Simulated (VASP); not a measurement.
CuO (Tenorite):

```xyz
4
Lattice="2.3418 -1.7113 0.0000 2.3418 1.7113 0.0000 -0.8500 0.0000 5.0579" Properties=species:S:1:pos:R:3 pbc="T T T"
Cu    1.1709    0.8557    0.0000
Cu    0.7459   -0.8557    2.5289
O     2.1293   -0.2793    1.2645
O     1.7043    0.2793    3.7934
```

```yaml
Program: VASP 6.6.1
Task: relaxation of cell and atoms
Functional: PBE
Potentials_or_basis: VASP PAW PBE potentials, release 64 (Cu, O)
Cutoff: 600 eV
k_mesh: 10 × 10 × 6
Occupations: gaussian, width 0.03 eV
Spin: collinear spin, ferromagnetic start
Starting_moments: "[1.0, 1.0, 0.0, 0.0] μB"
Hubbard_terms: Cu d U = 4.0 eV
```

At the start: pressure 4.6 GPa; volume 10.13 Å³/atom.

Question: How do energy, volume and symmetry change on relaxing?

Answer: Over 37 steps the energy falls by 29.8 meV/atom and the volume is 11.07 Å³/atom (+9.2 %); space group Cccm (No. 66, to 0.05 Å); moment 1.97 μB per cell.

Step by step:
| step | energy change (eV) | largest force (eV/Å) | pressure (GPa) | volume (Å³) |
| --- | --- | --- | --- | --- |
| 1 | 0.0000 | 0.0545 | 4.57 | 40.54 |
| 2 | -0.0155 | 0.1908 | -1.98 | 42.26 |
| 3 | -0.0180 | 0.1549 | -0.34 | 41.78 |
| 4 | -0.0180 | 0.1534 | -0.11 | 41.75 |
| 5 | -0.0237 | 0.1580 | -0.06 | 41.88 |
| 6 | -0.0370 | 0.1700 | 0.05 | 42.26 |
| 7 | -0.0463 | 0.1992 | 0.49 | 42.99 |
| 8 | -0.0494 | 0.1976 | 0.29 | 43.09 |
| 9 | -0.0581 | 0.1906 | -0.18 | 43.40 |
| 10 | -0.0725 | 0.1670 | -1.22 | 44.02 |
| 11 | -0.0866 | 0.0906 | -3.36 | 45.21 |
| 12 | -0.0980 | 0.0520 | -2.67 | 45.05 |
| 13 | -0.1110 | 0.0293 | -1.35 | 44.72 |
| 14 | -0.1033 | 0.2369 | 1.04 | 43.99 |
| 15 | -0.1134 | 0.0948 | -0.59 | 44.51 |
| 16 | -0.1160 | 0.0493 | -0.20 | 44.37 |
| 17 | -0.1174 | 0.0047 | 0.27 | 44.20 |
| 18 | -0.1174 | 0.0134 | 0.33 | 44.17 |
| 19 | -0.1177 | 0.0239 | -0.05 | 44.26 |
| 20 | -0.1177 | 0.0242 | -0.16 | 44.27 |
| 21 | -0.1178 | 0.0261 | 0.11 | 44.25 |
| 22 | -0.1179 | 0.0272 | 0.09 | 44.23 |
| 23 | -0.1179 | 0.0293 | 0.05 | 44.19 |
| 24 | -0.1180 | 0.0259 | 0.13 | 44.19 |
| 25 | -0.1183 | 0.0155 | 0.13 | 44.18 |
| 26 | -0.1186 | 0.0069 | 0.29 | 44.17 |
| 27 | -0.1188 | 0.0069 | 0.14 | 44.22 |
| 28 | -0.1188 | 0.0052 | -0.20 | 44.30 |
| 29 | -0.1188 | 0.0051 | -0.04 | 44.29 |
| 30 | -0.1188 | 0.0063 | -0.18 | 44.30 |
| 31 | -0.1189 | 0.0033 | -0.14 | 44.29 |
| 32 | -0.1190 | 0.0120 | -0.16 | 44.29 |
| 33 | -0.1190 | 0.0171 | -0.09 | 44.29 |
| 34 | -0.1190 | 0.0097 | 0.17 | 44.26 |
| 35 | -0.1190 | 0.0104 | 0.03 | 44.26 |
| 36 | -0.1190 | 0.0070 | -0.13 | 44.27 |
| 37 | -0.1190 | 0.0050 | 0.00 | 44.27 |

Final structure:
```xyz
4
Lattice="2.1394 -1.9840 0.1639 2.1394 1.9840 0.1639 -0.4252 0.0000 5.1828" Properties=species:S:1:pos:R:3 pbc="T T T"
Cu    1.0697    0.9920    0.0819
Cu    0.8571   -0.9920    2.6733
O     2.0331   -0.0081    1.4596
O     1.8205    0.0081    4.0510
```
